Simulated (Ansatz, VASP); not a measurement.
This is a calculation of GaSb for VASP 6.6.1. 

File INCAR:

```
ALGO = Normal ; EDIFF = 1E-6
ENCUT = 520 ; GGA = PE
ISIF = 2 ; ISMEAR = 0
LASPH = True ; LCHARG = False
LREAL = False ; LWAVE = False
NELM = 80 ; PREC = Accurate
SIGMA = 0.02
```

File KPOINTS:

```
k-points
0
Gamma
  8 8 8
```

POSCAR

```
GaSb
1.0
    0.0000000000      3.0590000000      3.0590000000
    3.0590000000      0.0000000000      3.0590000000
    3.0590000000      3.0590000000      0.0000000000
Sb Ga
1 1
Direct
    0.7500000000      0.7500000000      0.7500000000
    0.0000000000      0.0000000000      0.0000000000
```

Potentials or basis: VASP PAW PBE potentials, release 64 (Sb, Ga_d).

Run with:

```bash
$ cat potpaw_PBE.64/Sb/POTCAR potpaw_PBE.64/Ga_d/POTCAR > POTCAR
$ mpirun -np 1 vasp_std > vasp.out
```

**Question.** Set up the same calculation for Ansatz 0.2.0. Potentials or basis there: all-electron LAPW, scalar-relativistic.

**Answer.** As run (cutoffs and basis follow the program's own potentials, and thresholds, step limits or extra output files can differ):

Contents of input.yaml:

```yaml
crystal:
  lattice:
    - [0.0, 3.059, 3.059]
    - [3.059, 0.0, 3.059]
    - [3.059, 3.059, 0.0]
  atoms:
    - { symbol: Sb, position: [0.75, 0.75, 0.75] }
    - { symbol: Ga, position: [0.0, 0.0, 0.0] }
kpoints:
  mp_grid: { grid: [8, 8, 8] }
scf:
  occupations: { method: gaussian, width: 0.02 }
hamiltonian:
  xc: pbe
  pseudopotentials: { kind: all_electron, lapw: { basis_error: 0.001 } }
output:
  forces: true
  stress: true
  eigenvalues: true
```

Potentials or basis: all-electron LAPW, scalar-relativistic.

Launch:

```console
$ ansatz run input.yaml --threads 1 --pin off --max-ram 3072MiB --backend cpu --events-out ev --progress --plain --runs-dir out
```

Both were run:

|  | VASP | Ansatz |
| --- | --- | --- |
| Pressure | 2.4 GPa | 2.3 GPa |

Where Ansatz's input types no cutoff or centring, it takes its own default and a Γ-centred mesh.

Pressure is positive in compression.
